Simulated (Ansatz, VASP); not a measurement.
# Cross-check of Li14Br5Cl9 between VASP and Ansatz, part 2 of 2

Wanted: the spread between two codes on one cell, functional and k mesh. The structure shown is frame 29 of Ansatz's trajectory.

VASP 6.6.1 and Ansatz 0.2.0.

So far: Starting point; Ansatz: dynamics, LDA.

### 3. VASP: single point, LDA

Level of this step: LDA; plane waves and PAW (Li_sv, Br, Cl) (VASP).

The same cell, functional (in two slightly different forms), mesh and smearing now go to VASP, with its own data sets.

Lines of VASP's logs that name or quote its potential files are left out, and so is its time.

INCAR reads:

```
SYSTEM = Li14Br5Cl9
PREC = Accurate
ENCUT = 650
EDIFF = 1E-06
NELM = 120
ISMEAR = -1
SIGMA = 0.05
LREAL = Auto
ALGO = Normal
GGA = CA
NBANDS = 184
LORBIT = 11
LWAVE = .FALSE.
LCHARG = .FALSE.
ISIF = 2
LASPH = .TRUE.
GGA_COMPAT = .FALSE.
EFERMI = MIDGAP
KPAR = 2
```

POSCAR reads:

```
Li14Br5Cl9
1.0
    7.4476700000      0.0000000000      0.0000000000
    0.0000000000      5.2663000000      0.0000000000
    2.7928800000      0.0000000000     26.2668600000
Li Br Cl
28 10 18
Direct
    0.6017708329      0.0029242542      0.9784915289
    0.9870569267      0.9614720012      0.1478136328
    0.8876751923      0.9655545639      0.2924178984
    0.8314794512      0.0034749255      0.4289892283
    0.8020495382      0.9766819209      0.5659031951
    0.7495937806      0.0292235535      0.6973349689
    0.7123778250      0.9920627385      0.8483160911
    0.1089989366      0.9631809810      0.9797097940
    0.4366986050      0.0074245675      0.1464126279
    0.4144925696      0.0655298787      0.2695411633
    0.3240088894      0.9709283558      0.4414041115
    0.2870532936      0.0454778497      0.5697064666
    0.2405725516      0.9421605302      0.7098031512
    0.2409580923      0.9851698536      0.8411473621
    0.2200694181      0.4381824051      0.0798801227
    0.1390246446      0.5523612403      0.2154730333
    0.0921200333      0.5181246796      0.3530836956
    0.0348172698      0.4855591212      0.4910674515
    0.9733047219      0.5502155213      0.6305740389
    0.9366344798      0.4257828077      0.7643205164
    0.8431314309      0.5065985607      0.9231099568
    0.7732729389      0.4915025730      0.0759854813
    0.6464179607      0.5343030211      0.2155453678
    0.5825094815      0.4874579876      0.3539935874
    0.5658433397      0.5535005602      0.4928910422
    0.5422360573      0.5123331371      0.6291730340
    0.5126896672      0.4942939065      0.7926071103
    0.4681535093      0.5192450107      0.9295591479
    0.7325355392      0.0039306534      0.0667114379
    0.2342556922      0.9956326073      0.0750984320
    0.1129173281      0.9994303401      0.3530151682
    0.8412578176      0.4881415795      0.4235374917
    0.4350645803      0.5143079581      0.1453276105
    0.3768808719      0.5248276779      0.2837986725
    0.3425094249      0.5010158935      0.4230768352
    0.2392775405      0.4882745001      0.7097117813
    0.1605809228      0.5142889695      0.8489252236
    0.1198245354      0.4971422061      0.9927338098
    0.6717655413      0.9820367241      0.2137979187
    0.6073882479      0.0147352031      0.3536395290
    0.5838484701      0.0008165125      0.4990508953
    0.5290714490      0.9663710765      0.6372097769
    0.4560780957      0.0296602928      0.7731377104
    0.4174347379      0.9961832786      0.9205135292
    0.1644036831      0.0237548184      0.2109921018
    0.0697479232      0.9917399313      0.4974938002
    0.0336329696      0.9832140212      0.6368024195
    0.9712797144      0.0113172436      0.7778813303
    0.8887668797      0.9679661242      0.9239056362
    0.9354888759      0.4763686079      0.1419278894
    0.8818259125      0.5418984866      0.2882872182
    0.8150691352      0.4900404459      0.5628004261
    0.7353355770      0.4956800790      0.7067841379
    0.6943217533      0.4627347474      0.8489518732
    0.6262558120      0.5115546019      0.9949419154
    0.2671562861      0.5255112698      0.5645098044
```

KPOINTS reads:

```
Automatic mesh
0
Gamma
1 2 1
0 0 0
```

Potentials, in the order of the species: Li_sv, Br and Cl (LDA family, release 64).

The run is started by

```bash
$ mpirun -np 8 vasp_std
```

Numbers of over 12 decimals in the logs are rounded to 6 here.

What it wrote:

```text
[banner, memory and clock lines left out]
running    8 mpi-ranks, on    1 nodes
[...]
|                                                                             |
|           W    W    AA    RRRRR   N    N  II  N    N   GGGG   !!!           |
|           W    W   A  A   R    R  NN   N  II  NN   N  G    G  !!!           |
|           W    W  A    A  R    R  N N  N  II  N N  N  G       !!!           |
|           W WW W  AAAAAA  RRRRR   N  N N  II  N  N N  G  GGG   !            |
|           WW  WW  A    A  R   R   N   NN  II  N   NN  G    G                |
|           W    W  A    A  R    R  N    N  II  N    N   GGGG   !!!           |
|                                                                             |
|     For optimal performance we recommend to set                             |
|       NCORE = 2 up to number-of-cores-per-socket                            |
|     NCORE specifies how many cores store one orbital (NPAR=cpu/NCORE).      |
|     This setting can greatly improve the performance of VASP for DFT.       |
[...]
|     multi-core architectures or massively parallel machines. Do your        |
|     Unfortunately you need to use the default for GW and RPA                |
|     calculations (for HF NCORE is supported but not extensively tested      |
|     yet).                                                                   |
|                                                                             |

 LDA part: xc-table for (Slater(with rela. corr.)+CA(PZ))
 , standard interpolation
 POSCAR, INCAR and KPOINTS ok, starting setup
[...]
entering main loop
       N       E                     dE             d eps       ncg     rms          rms(c)
DAV:   1     0.276228385712E+04    0.27623E+04   -0.12878E+05   736   0.174E+03
DAV:   2     0.211669968534E+03   -0.25506E+04   -0.23711E+04   864   0.406E+02
DAV:   3    -0.169985328574E+03   -0.38166E+03   -0.37920E+03   944   0.144E+02
DAV:   4    -0.208683072680E+03   -0.38698E+02   -0.38478E+02  1240   0.443E+01
[...]
DAV:  15    -0.212304215018E+03    0.43693E-05   -0.97142E-06  1000   0.114E-02    0.904E-03
DAV:  16    -0.212304214274E+03    0.74397E-06   -0.10533E-05   920   0.910E-03    0.320E-03
DAV:  17    -0.212304214542E+03   -0.26802E-06   -0.42052E-06   832   0.401E-03
   1 F= -.21230421E+03 E0= -.21230421E+03  d E =-.154490E-16
```

From OUTCAR (step 3):

```text
  Total       11.2022487    -13.0612743    -12.9333337     -0.1018504     -0.2746584      4.1336333
  in kB       17.4213422    -20.3124334    -20.1134647     -0.1583941     -0.4271391      6.4284807
  external PRESSURE =      -7.6681853 kB  Pullay stress =       0.0000000 kB

 POSITION                                       TOTAL-FORCE (eV/Angst)
 -----------------------------------------------------------------------------------
      7.21460      0.01540     25.70190         0.732845     -0.007204      0.710301
      7.76410      5.06340      3.88260        -0.491961      0.105127     -0.415036
      7.42780      5.08490      7.68090        -0.324717      0.372395     -0.100233
      7.39070      0.01830     11.26820        -0.018170     -0.051306     -0.262455
      7.55390      5.14350     14.86450         0.020367      0.071431      0.026314
      7.53030      0.15390     18.31680         0.014343     -0.097299      0.243822
      7.67480      5.22450     22.28260         0.193509      0.024729     -0.001380
      3.54800      5.07240     25.73390         0.081411      0.201338      0.159818
      3.66130      0.03910      3.84580         0.209939      0.018936     -0.187427
      3.83980      0.34510      7.08000        -0.081308     -0.344453      0.194270
      3.64590      5.11320     11.59430         0.205672      0.190520     -0.378456
      3.72900      0.23950     14.96440        -0.053126     -0.078989      0.050478
      3.77410      4.96170     18.64430        -0.031165      0.401039      0.125971
      4.14380      5.18820     22.09430        -0.376078      0.117769      0.122113
[...]
-----------------------------------------------------------------------------------
    total drift:                                0.010233      0.064593     -0.000791

  FREE ENERGIE OF THE ION-ELECTRON SYSTEM (eV)
  ---------------------------------------------------
  free  energy   TOTEN  =      -212.3042145423 eV

  energy  without entropy=     -212.3042145423  energy(sigma->0) =     -212.30421454

[... 3 further parts left out ...]
[key lines of the parts left out:]
E-fermi :   3.5191
```

The run ends at a pressure of -0.77 GPa, with forces up to 1.3 eV/Å.

### 4. Comparison

Known differences besides the potentials themselves: the two LDA forms differ slightly; the cutoff is 420 eV in Ansatz and 650 eV in VASP (PREC = Accurate, projectors in real space); VASP's log shows a relativistic correction to its local exchange, Ansatz's none. Total energies have different zeros and are not compared.

Forces on 9 of the 56 atoms, those with the largest forces and the largest differences (eV/Å; atoms numbered as in POSCAR):

| atom | Ansatz x, y, z | VASP x, y, z |
| --- | --- | --- |
| Li1 | 0.716, -0.011, 0.703 | 0.733, -0.007, 0.710 |
| Li19 | 0.635, -0.167, 0.334 | 0.636, -0.160, 0.331 |
| Li20 | 0.570, 0.358, 0.290 | 0.575, 0.368, 0.295 |
| Li21 | 0.739, -0.004, 0.215 | 0.740, -0.005, 0.215 |
| Li27 | -1.061, -0.036, -0.668 | -1.067, -0.038, -0.667 |
| Li28 | -0.819, -0.046, -0.177 | -0.823, -0.039, -0.186 |
| Br30 | -0.009, -0.437, 0.023 | -0.002, -0.433, 0.009 |
| Br33 | 0.153, -0.095, 0.115 | 0.137, -0.094, 0.112 |
| Cl52 | -0.696, -0.016, 0.115 | -0.698, -0.017, 0.112 |

The forces differ by 5.2 meV/Å r.m.s., which is 1.8 % of the r.m.s. force of 0.293 eV/Å (both taken over all components).

### 5. Outcome

| Property | Result |
| --- | --- |
| r.m.s. force difference (single point, LDA) | 1.8 % of the r.m.s. force |

What this shows: The r.m.s. force difference is 1.8 % of the r.m.s. force (single point, LDA), within the 3 % picked in this series as the mark of a large difference. 2 further runs of this series are not shown here. How closely two codes agree says nothing of how well the functional describes the real material.

[Lines on the potential files, build, host, timing and source positions are cut from VASP's logs without a mark.]

[Logs are printed without paths, hosts, clocks, repeated set-up lines and the standing remarks that a program may print on its own settings, such as how far it seeks lower states.]

[Hosts, paths, dates, database ids (printed as entryN), source tags and the programs' standing remarks are cut or masked in the printed files.]
